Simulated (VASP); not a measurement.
# SnTe in VASP: a series of runs

One slab, SnTe, is run at these levels: PBEsol; tasks: single point.

Program: VASP 6.6.1. These are calculated values, not measurements. Logs are shortened: lines on timing, memory, paths and dates and some standing lists are left out, and cuts for length are marked.

### Step 1. The cell of the first run

The cell holds a slab with vacuum, 8 atoms: a = 4.446 Å, b = 4.446 Å, c = 27.706 Å, α = 90.00°, β = 90.00°, γ = 120.00°.

### Step 2. Single point, PBEsol ((1 1 1) slab, atoms relaxed)

The input, INCAR:

```
PREC = Accurate ; ENCUT = 520
EDIFF = 1E-6 ; ISMEAR = 0
SIGMA = 0.05 ; LREAL = F
LASPH = T ; NELM = 100
ALGO = Fast ; ISIF = 2
LWAVE = F ; LCHARG = F
LDIPOL = T ; IDIPOL = 3
DIPOL = 0.5 0.5 0.500 ; GGA = PS
NBANDS = 50
```

The input, KPOINTS:

```
regular mesh
0
Gamma
  9 9 1
```

The input, POSCAR:

```
SnTe
1.0
    4.4463218307      0.0000000000      0.0000000000
   -2.2231609154      3.8506276588      0.0000000000
    0.0000000000      0.0000000000     27.7064230038
Te Sn
4 4
Direct
    0.3333333333      0.6666666667      0.2707795986
    0.0000000000      0.0000000000      0.4049001876
    0.6666666667      0.3333333333      0.5393668742
    0.3333333333      0.6666666667      0.6742215628
    0.6666666667      0.3333333333      0.3248434865
    0.3333333333      0.6666666667      0.4604023488
    0.0000000000      0.0000000000      0.5951035758
    0.6666666667      0.3333333333      0.7303823659
```

Potentials or basis: VASP PAW PBE potentials, release 64 (Te, Sn_d).

Command:

```console
$ cat potpaw_PBE.64/Te/POTCAR potpaw_PBE.64/Sn_d/POTCAR > POTCAR
$ mpirun -np 1 vasp_std > vasp.out
```

OUTCAR:

```text
PREC = Accurate
   ENCUT = 520
   EDIFF = 1E-6
   ISMEAR = 0
   LREAL = F
   LASPH = T
   NELM = 100
   ISIF = 2
   GGA = PS

 ion  position               nearest neighbor table
   1  0.333  0.667  0.271-   5 2.97   5 2.97   5 2.97
   2  0.000  0.000  0.405-   6 2.99   6 2.99   6 2.99   5 3.39   5 3.39   5 3.39
   3  0.667  0.333  0.539-   7 3.00   7 3.00   7 3.00   6 3.37   6 3.37   6 3.37
   4  0.333  0.667  0.674-   8 3.00   8 3.00   8 3.00   7 3.38   7 3.38   7 3.38
   5  0.667  0.333  0.325-   1 2.97   1 2.97   1 2.97   2 3.39   2 3.39   2 3.39
   6  0.333  0.667  0.460-   2 2.99   2 2.99   2 2.99   3 3.37   3 3.37   3 3.37
   7  0.000  0.000  0.595-   3 3.00   3 3.00   3 3.00   4 3.38   4 3.38   4 3.38
   8  0.667  0.333  0.730-   4 3.00   4 3.00   4 3.00

  LATTYP: Found a hexagonal cell.
 ALAT       =     4.4463218307
 C/A-ratio  =     6.2313129950

  Lattice vectors:

 A1 = (   4.4463218307,   0.0000000000,   0.0000000000)
 A2 = (  -2.2231609154,   3.8506276588,   0.0000000000)
 A3 = (   0.0000000000,   0.0000000000,  27.7064230038)

Analysis of symmetry for initial positions (statically):
=====================================================================
 Subroutine PRICEL returns:
 Original cell was already a primitive cell.

 Routine SETGRP: Setting up the symmetry group for a
 hexagonal supercell.

 Subroutine GETGRP returns: Found  6 space group operations
 (whereof  6 operations were pure point group operations)
 out of a pool of 24 trial point group operations.

The static configuration has the point symmetry C_3v.

Analysis of symmetry for dynamics (positions and initial velocities):
=====================================================================
 Subroutine PRICEL returns:
 Original cell was already a primitive cell.

 Routine SETGRP: Setting up the symmetry group for a
 hexagonal supercell.

 Subroutine GETGRP returns: Found  6 space group operations
 (whereof  6 operations were pure point group operations)
 out of a pool of 24 trial point group operations.

The dynamic configuration has the point symmetry C_3v.

 Subroutine INISYM returns: Found  6 space group operations
 (whereof  6 operations are pure point group operations),
 and found     1 'primitive' translations

----------------------------------------------------------------------------------------

                                     Primitive cell

  volume of cell :     474.3653

  direct lattice vectors                    reciprocal lattice vectors
     4.446321831  0.000000000  0.000000000     0.224904997  0.129848961  0.000000000
    -2.223160915  3.850627659  0.000000000     0.000000000  0.259697922  0.000000000
     0.000000000  0.000000000 27.706423004     0.000000000  0.000000000  0.036092714

  length of vectors
     4.446321831  4.446321831 27.706423004     0.259697922  0.259697922  0.036092714

  position of ions in fractional coordinates (direct lattice)
     0.333333333  0.666666667  0.270779599
     0.000000000  0.000000000  0.404900188
     0.666666667  0.333333333  0.539366874
     0.333333333  0.666666667  0.674221563
     0.666666667  0.333333333  0.324843487
     0.333333333  0.666666667  0.460402349
     0.000000000  0.000000000  0.595103576
     0.666666667  0.333333333  0.730382366

  ion indices of the primitive-cell ions
   primitive index   ion index
                 1           1
                 2           2
                 3           3
                 4           4
                 5           5
                 6           6
                 7           7
                 8           8

----------------------------------------------------------------------------------------

 KPOINTS: regular mesh

Automatic generation of k-mesh.
 Grid dimensions read from file:
 generate k-points for:    9    9    1

 Generating k-lattice:

  Cartesian coordinates                     Fractional coordinates (reciprocal lattice)
     0.024989444  0.014427662  0.000000000     0.111111111  0.000000000  0.000000000
     0.000000000  0.028855325  0.000000000     0.000000000  0.111111111  0.000000000
     0.000000000  0.000000000  0.036092714     0.000000000  0.000000000  1.000000000

  Length of vectors
     0.028855325  0.028855325  0.036092714

  Shift w.r.t. Gamma in fractional coordinates (k-lattice)
     0.000000000  0.000000000  0.000000000

 Subroutine IBZKPT returns following result:
 ===========================================

 Found     12 irreducible k-points:

 Following reciprocal coordinates:
            Coordinates               Weight
  0.000000  0.000000  0.000000      1.000000
  0.111111 -0.000000  0.000000      6.000000
  0.222222 -0.000000  0.000000      6.000000
  0.333333  0.000000  0.000000      6.000000
  0.444444 -0.000000  0.000000      6.000000
  0.111111  0.111111  0.000000      6.000000
  0.222222  0.111111  0.000000     12.000000
  0.333333  0.111111  0.000000     12.000000
  0.444444  0.111111  0.000000      6.000000
  0.222222  0.222222  0.000000      6.000000
  0.333333  0.222222  0.000000     12.000000
  0.333333  0.333333  0.000000      2.000000
   k-points           NKPTS =     12   k-points in BZ     NKDIM =     12   number of bands    NBANDS=     50
   number of dos      NEDOS =    301   number of ions     NIONS =      8
   total plane-waves  NPLWV = 272160
   dimension x,y,z NGX =    36 NGY =   36 NGZ =  210
   dimension x,y,z NGXF=    72 NGYF=   72 NGZF=  420
   ions per type =               4   4
   NGX,Y,Z   is equivalent  to a cutoff of  13.46, 13.46, 12.60 a.u.
   NGXF,Y,Z  is equivalent  to a cutoff of  26.92, 26.92, 25.20 a.u.
 SYSTEM =  unknown system
   PREC   = accura    normal or accurate (medium, high low for compatibility)
   ISTART =      0    job   : 0-new  1-cont  2-samecut
   ICHARG =      2    charge: 1-file 2-atom 10-const
   ISPIN  =      1    spin polarized calculation?
   LNONCOLLINEAR =      F non collinear calculations
   LSORBIT =      F    spin-orbit coupling
   LASPH  =      T    aspherical Exc in radial PAW
   ENCUT  =  520.0 eV  38.22 Ry    6.18 a.u.   8.27  8.27 51.52*2*pi/ulx,y,z
   NELM   =    100;   NELMIN=  2; NELMDL= -5     # of ELM steps
   EDIFF  = 0.1E-05   stopping-criterion for ELM
   LREAL  =      F    real-space projection
   EDIFFG = 0.1E-04   stopping-criterion for IOM
   NSW    =      0    number of steps for IOM
   IBRION =     -1    ionic relax: 0-MD 1-quasi-New 2-CG
   NFREE  =      0    steps in history (QN), initial steepest desc. (CG)
   ISIF   =      2    stress and relaxation
   ISYM   =      2    0-nonsym 1-usesym 2-fastsym
   POTIM  = 0.5000    time-step for ionic-motion
   TEBEG  =    0.0;   TEEND  =   0.0 temperature during run
   PSTRESS=    0.0 pullay stress
   NELECT =      80.0000    total number of electrons
   NUPDOWN=      -1.0000    fix difference up-down
   EMIN   =  10.00;   EMAX   =-10.00  energy-range for DOS
   EFERMI =   0.00;   METHOD = LEGACY
   ISMEAR =     0;   SIGMA  =   0.05  broadening in eV -4-tet -1-fermi 0-gaus
   EFERMI_NEDOS =   21; number of points for ismear=-14 and -15
   IALGO  =     68    algorithm
   IMIX   =      4    mixing-type and parameters
     AMIX     =   0.40;   BMIX     =  1.00
     AMIX_MAG =   1.60;   BMIX_MAG =  1.00
  volume/ion in A,a.u.               =      59.30       400.15
  Fermi-wavevector in a.u.,A,eV,Ry     =   0.904483  1.709226 11.130790  0.818090
  Thomas-Fermi vector in A             =   2.027936
   LORBIT       =      0    0 simple, 1 ext, 2 COOP (PROOUT), +10 PAW based schemes
   GGA     = PS    functional components
   LHFCALC =     F    Hartree Fock is set to
   AEXX    =    0.0000 exact exchange contribution
   IVDW    =     0    specifies the selected vdW correction
   LEPSILON=     F    determine dielectric tensor
   LRPA    =     F    only Hartree local field effects (RPA)
 non-spin polarized calculation
 RMM-DIIS sequential band-by-band and
 Gauss-broadening in eV      SIGMA  =   0.05
  energy-cutoff  :      520.00
  volume of cell :      474.37
 maximum number of plane-waves:     12805
 NGX is ok and might be reduce to    36
   NGX = 17   NGY = 17   NGZ =103

 dipolmoment           0.000000      0.000000      0.000002 electrons x Angstroem

 number of electron      80.0000013 magnetization

 dipolmoment           0.000000      0.000000     -0.148841 electrons x Angstroem

 Free energy of the ion-electron system (eV)
  ---------------------------------------------------
  ext. energy  EPLUGINS =         0.00000000
  ---------------------------------------------------
  free energy    TOTEN  =       -32.32153747 eV

  energy without entropy =      -32.31665567  energy(sigma->0) =      -32.31909657

 E-fermi :   1.5000     XC(G=0):  -5.6654

 val. band max:        1.4872892548   @ k =   0.4444  -0.0000   0.0000
 cond. band min:       1.5171130129   @ k =   0.1111  -0.0000   0.0000
 fundamental gap:      0.0298237581
 Fermi energy:         1.4999778182

 k-point     1 :       0.0000    0.0000    0.0000
  band No.  band energies     occupation
      1     -20.6159      2.00000
      2     -20.6159      2.00000
      3     -20.5797      2.00000
      4     -20.5797      2.00000
      5     -20.5681      2.00000
      6     -20.2960      2.00000
[... 42 lines left out ...]
     49       3.7461      0.00000
     50       4.0853      0.00000

 k-point     2 :       0.1111   -0.0000    0.0000
  band No.  band energies     occupation
      1     -20.6164      2.00000
      2     -20.6149      2.00000
      3     -20.5804      2.00000
      4     -20.5798      2.00000
      5     -20.5675      2.00000
      6     -20.2969      2.00000
[... 42 lines left out ...]
     49       4.0342      0.00000
     50       4.2497      0.00000

 k-point     3 :       0.2222   -0.0000    0.0000
  band No.  band energies     occupation
      1     -20.6178      2.00000
      2     -20.6122      2.00000
      3     -20.5821      2.00000
      4     -20.5801      2.00000
      5     -20.5658      2.00000
      6     -20.2993      2.00000
[... 42 lines left out ...]
     49       4.2993      0.00000
     50       4.6655      0.00000

 k-point     4 :       0.3333    0.0000    0.0000
  band No.  band energies     occupation
      1     -20.6194      2.00000
      2     -20.6092      2.00000
      3     -20.5839      2.00000
      4     -20.5804      2.00000
      5     -20.5639      2.00000
      6     -20.3022      2.00000
[... 363 lines left out ...]
 k-point    11 :       0.3333    0.2222    0.0000
  band No.  band energies     occupation
      1     -20.6183      2.00000
      2     -20.6090      2.00000
      3     -20.5842      2.00000
      4     -20.5818      2.00000
      5     -20.5624      2.00000
      6     -20.3017      2.00000
[... 42 lines left out ...]
     49       5.3451      0.00000
     50       5.4367      0.00000

 k-point    12 :       0.3333    0.3333    0.0000
  band No.  band energies     occupation
      1     -20.6175      2.00000
      2     -20.6096      2.00000
      3     -20.5835      2.00000
      4     -20.5828      2.00000
      5     -20.5622      2.00000
      6     -20.3007      2.00000
[... 42 lines left out ...]
     49       5.3753      0.00000
     50       5.9506      0.00000

------------------------ aborting loop because EDIFF is reached ----------------------------------------

 vacuum level on the upper side and lower side of the slab       (xc-potential included)        -0.974         0.558

  FORCE on cell =-STRESS in cart. coord.  units (eV):
  Direction    XX          YY          ZZ          XY          YZ          ZX
  --------------------------------------------------------------------------------------
  -------------------------------------------------------------------------------------
  Total       -2.9126000     -2.9126000      0.0353970      0.0000000      0.0000000      0.0000000
  in kB       -9.8373595     -9.8373595      0.1195540      0.0000000      0.0000000      0.0000000
  external PRESSURE =      -6.5183883 kB  Pullay stress =       0.0000000 kB

 VOLUME and BASIS-vectors are now :
 -----------------------------------------------------------------------------
  energy-cutoff  :      520.00
  volume of cell :      474.37
      direct lattice vectors                 reciprocal lattice vectors
     4.446321831  0.000000000  0.000000000     0.224904997  0.129848961  0.000000000
    -2.223160915  3.850627659  0.000000000     0.000000000  0.259697922  0.000000000
     0.000000000  0.000000000 27.706423004     0.000000000  0.000000000  0.036092714

 POSITION                                       TOTAL-FORCE (eV/Angst)
 -----------------------------------------------------------------------------------
     -0.00000      2.56709      7.50233         0.000000     -0.000000     -0.018572
      0.00000      0.00000     11.21834        -0.000000     -0.000000     -0.021519
      2.22316      1.28354     14.94393        -0.000000      0.000000     -0.009253
     -0.00000      2.56709     18.68027        -0.000000     -0.000000     -0.013940
      2.22316      1.28354      9.00025         0.000000     -0.000000      0.020865
     -0.00000      2.56709     12.75610         0.000000     -0.000000      0.017694
      0.00000      0.00000     16.48819         0.000000     -0.000000      0.008487
      2.22316      1.28354     20.23628         0.000000      0.000000      0.016238
 -----------------------------------------------------------------------------------
    total drift:                               -0.000000      0.000000      0.000411

  FREE ENERGIE OF THE ION-ELECTRON SYSTEM (eV)
  ---------------------------------------------------
  free  energy   TOTEN  =       -32.3215374734 eV

  energy  without entropy=      -32.3166556718  energy(sigma->0) =      -32.31909657

 vacuum level on the upper side and lower side of the slab         4.878         6.437
```

Wall time 7.7 min (1 thread of Intel Xeon Platinum 8488C (Sapphire Rapids), shared host); peak memory 0.72 GiB.

What came out:

```yaml
Free_energy: -32.3215 eV
Largest_force: 0.022 eV/Å
Band_gap_on_the_k_mesh: none (metal or under the smearing width)
```

Forces in eV/Å, atoms in the order of the input:
```
Te   0.000  0.000 -0.019
Te   0.000  0.000 -0.022
Te   0.000  0.000 -0.009
Te   0.000  0.000 -0.014
Sn   0.000  0.000  0.021
Sn   0.000  0.000  0.018
Sn   0.000  0.000  0.008
Sn   0.000  0.000  0.016
```

Levels at points of the mesh, in eV from the Fermi level:
```
           k point  band 38  band 39  band 40  band 41  band 42  band 43
(0.00, 0.00, 0.00)    -1.13    -0.69    -0.39    -0.10     0.79     0.79
```

Caveat: the PAW data sets were made with another functional, which shifts forces and pressure a little. The run has no spin-orbit coupling, so splittings on Te are missing.

### Step 3. Single point, PBEsol ((1 1 1) slab cut from the bulk)

The input, INCAR:

```
  PREC = Accurate
  ENCUT = 520
  EDIFF = 1E-7
  ISMEAR = 0
  SIGMA = 0.05
  LREAL = F
  LASPH = T
  NELM = 100
  ALGO = Fast
  ISIF = 2
  LWAVE = F
  LCHARG = T
  LDIPOL = T
  IDIPOL = 3
  DIPOL = 0.5 0.5 0.500
  GGA = PS
  LELF = T
  LVHAR = T
  LVACPOTAV = T
  NBANDS = 50
```

The input, KPOINTS:

```
Automatic mesh
0
Gamma
  9 9 1
```

The input, POSCAR:

```
SnTe
1.0
    4.4463218307      0.0000000000      0.0000000000
   -2.2231609154      3.8506276588      0.0000000000
    0.0000000000      0.0000000000     27.7064230038
Te Sn
4 4
Direct
    0.3333333333      0.6666666667      0.2706953546
    0.0000000000      0.0000000000      0.4017265805
    0.6666666667      0.3333333333      0.5327578065
    0.3333333333      0.6666666667      0.6637890324
    0.6666666667      0.3333333333      0.3362109676
    0.3333333333      0.6666666667      0.4672421935
    0.0000000000      0.0000000000      0.5982734195
    0.6666666667      0.3333333333      0.7293046454
```

Potentials or basis: VASP PAW PBE potentials, release 64 (Te, Sn_d).

Command:

```console
$ cat potpaw_PBE.64/Te/POTCAR potpaw_PBE.64/Sn_d/POTCAR > POTCAR
$ mpirun -np 1 vasp_std > vasp.out
```

Wall time 8.6 min (1 thread of Intel Xeon Platinum 8488C (Sapphire Rapids), shared host); peak memory 0.7 GiB.

The run converged. Its results:

```yaml
Free_energy: -31.7003 eV
Largest_force: 1.650 eV/Å
Band_gap_on_the_k_mesh: none (metal or under the smearing width)
Work_function_of_the_upper_face: 3.57 eV
Work_function_of_the_lower_face: 5.36 eV
```

Forces in eV/Å, atoms in the order of the input:
```
Te   0.000  0.000  1.269
Te   0.000  0.000  0.798
Te   0.000  0.000  0.632
Te   0.000  0.000  0.814
Sn   0.000  0.000 -1.650
Sn   0.000  0.000 -0.662
Sn   0.000  0.000 -0.714
Sn   0.000  0.000 -0.486
```

Levels at points of the mesh, in eV from the Fermi level:
| k point | band 36 | band 37 | band 38 | band 39 | band 40 | band 41 | band 42 | band 43 | band 44 | band 45 |
| --- | --- | --- | --- | --- | --- | --- | --- | --- | --- | --- |
| (0.00, 0.00, 0.00) | -1.18 | -0.67 | -0.37 | -0.37 | -0.23 | 0.37 | 0.62 | 0.62 | 1.00 | 1.45 |

Caveat: the PAW data sets were made with another functional, which shifts forces and pressure a little. The run has no spin-orbit coupling, so splittings on Te are missing.
